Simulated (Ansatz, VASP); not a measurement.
# As in VASP and in Ansatz

```
CELL_PARAMETERS angstrom
2.67406 0.00000 0.00000
0.00000 2.67406 0.00000
0.00000 0.00000 2.67406
ATOMIC_POSITIONS crystal
As 0.00000 0.00000 0.00000
```

Change from the starting cell: volume scaled by 0.9405, PAW files.

Alike in both runs: task electric field gradients; functional PBE; k mesh 13 × 13 × 13; occupations fermi-dirac, width 0.03 eV; no spin polarisation.

|  | VASP | Ansatz |
| --- | --- | --- |
| version | VASP 6.6.1 | Ansatz 0.2.0 |
| potentials or method | VASP PAW PBE potentials, release 64 (As) | PAW with Ansatz's default frozen-core files, scalar-relativistic |
| plane-wave cutoff (eV) | 520 | 420 |
| valence electrons in the cell | 5 | 15 |

|  | VASP | Ansatz | Ansatz less VASP |
| --- | --- | --- | --- |
| pressure (GPa) | 6.0 | 5.8 | -0.26 |
| Vzz of the field gradient on the site that differs most (V/Å²) | 0.0 | 0.0 | 0.00 |

The two sets of potentials don't hold the same shells in valence.
